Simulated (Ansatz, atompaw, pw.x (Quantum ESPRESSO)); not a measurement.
# pw.x on fcc Ru: one setting changed

Potential: PAW, atompaw 4.2.0.5, PBEsol; core [Kr], reference 4d7 5s0.5 5p0.5; waves: 5s (bound): rc 3.00 bohr; 5s channel at 2.8 Ry: rc 2.65 bohr; 5p (bound): rc 3.00 bohr; 5p channel at 1.1 Ry: rc 3.00 bohr; 4d (bound): rc 3.00 bohr; 4d channel at 3.55 Ry: rc 3.00 bohr; local part: ultrasoft scheme with l = 3 at 0 Ry, radius 2.30 bohr; core correction: smooth core density matched at 1.90 bohr; augmentation: besselshape compensation charge, radius 3.00 bohr; PAW radius 3.00 bohr; waves and projectors: custom rrkj gramschmidtortho.

The reference run (k-mesh 15³, cutoffs 40/400 Ry, Fermi–Dirac 0.01 Ry, mixing_beta 0.4, conv_thr 1e-9, no spin) gives 2.78 GPa at 13.350 Å³/atom, where all-electron LAPW gives 1.19 GPa. This run, with its own iteration cap, changes nspin = 2 with starting_magnetization to -0.3.

```
&control
  calculation='scf', prefix='x', pseudo_dir='./', outdir='./tmp', tstress=.true., disk_io='none'
/
&system
  ibrav=0, nat=1, ntyp=1, ecutwfc=40, ecutrho=400, nbnd=11,
  occupations='smearing', smearing='fd', degauss=0.01, nspin=2, starting_magnetization(1)=-0.3
/
&electrons
  conv_thr=1e-09, mixing_beta=0.4, electron_maxstep=50
/
ATOMIC_SPECIES
Ru 1.0 Ru.UPF
CELL_PARAMETERS angstrom
  0.00000000 1.88285593 1.88285593
  1.88285593 0.00000000 1.88285593
  1.88285593 1.88285593 0.00000000
ATOMIC_POSITIONS crystal
Ru 0.0000 0.0000 0.0000
K_POINTS automatic
15 15 15 0 0 0
```

```bash
pw.x < Ru.scf.in > Ru.scf.out
```

Question: How does the run end?

Answer: It converges in 11 iterations; the free energy moves by +0.2 meV/atom and the pressure by -0.25 GPa.

```
Message from routine setup:
     using ibrav=0 with symmetry is DISCOURAGED, use correct ibrav instead
     lattice parameter (alat)  =       5.0319  a.u.
     unit-cell volume          =      90.0903 (a.u.)^3
     number of electrons       =         8.00
     number of Kohn-Sham states=           11
     kinetic-energy cutoff     =      40.0000  Ry
     charge density cutoff     =     400.0000  Ry
     scf convergence threshold =      1.0E-09
     Exchange-correlation= SLA PW PSX PSC
     atomic species   magnetization
     number of k points=   120  Fermi-Dirac smearing, width (Ry)=  0.0100
     iteration #  1     ecut=    40.00 Ry     beta= 0.40
     c_bands:  2 eigenvalues not converged
     c_bands:  1 eigenvalues not converged
     c_bands:  1 eigenvalues not converged
     [... 4 repeated lines left out ...]
     total energy              =    -285.06860073 Ry
     estimated scf accuracy    <       0.33312429 Ry
     total magnetization       =    -0.60 Bohr mag/cell
     absolute magnetization    =     0.60 Bohr mag/cell
     iteration #  2     ecut=    40.00 Ry     beta= 0.40
     total energy              =    -285.16095641 Ry
     estimated scf accuracy    <       0.00909078 Ry
     total magnetization       =    -0.52 Bohr mag/cell
     absolute magnetization    =     0.52 Bohr mag/cell
     iteration #  3     ecut=    40.00 Ry     beta= 0.40
     [... 4 repeated lines left out ...]
     total energy              =    -285.17723121 Ry
     estimated scf accuracy    <       0.00656372 Ry
     total magnetization       =    -0.37 Bohr mag/cell
     absolute magnetization    =     0.37 Bohr mag/cell
     [... 5 iterations left out ...]
     iteration #  9     ecut=    40.00 Ry     beta= 0.40
     total energy              =    -285.18206746 Ry
     estimated scf accuracy    <       0.00000028 Ry
     total magnetization       =    -0.00 Bohr mag/cell
     absolute magnetization    =     0.00 Bohr mag/cell
     iteration # 10     ecut=    40.00 Ry     beta= 0.40
     total energy              =    -285.18206765 Ry
     estimated scf accuracy    <          5.8E-09 Ry
     total magnetization       =     0.00 Bohr mag/cell
     absolute magnetization    =     0.00 Bohr mag/cell
     iteration # 11     ecut=    40.00 Ry     beta= 0.40
     the Fermi energy is    18.2241 ev
!    total energy              =    -285.18206768 Ry
     estimated scf accuracy    <          4.4E-10 Ry
     smearing contrib. (-TS)   =      -0.00419881 Ry
     The total energy is F=E-TS. E is the sum of the following terms:
     one-electron contribution =      15.62525841 Ry
     hartree contribution      =       1.22086971 Ry
     xc contribution           =     -11.21709615 Ry
     ewald contribution        =     -41.23445855 Ry
     one-center paw contrib.   =    -249.57244230 Ry
     total magnetization       =    -0.00 Bohr mag/cell
     absolute magnetization    =     0.00 Bohr mag/cell
     convergence has been achieved in  11 iterations
          total   stress  (Ry/bohr**3)                   (kbar)     P=       25.23
     Message from routine punch:
     Nothing written, as per user request (disk_io='none')
```

The run took about 35 s on one core of a shared host (Intel(R) Xeon(R) Platinum 8124M CPU @ 3.00GHz, 72 threads, 138 GiB, load 14).
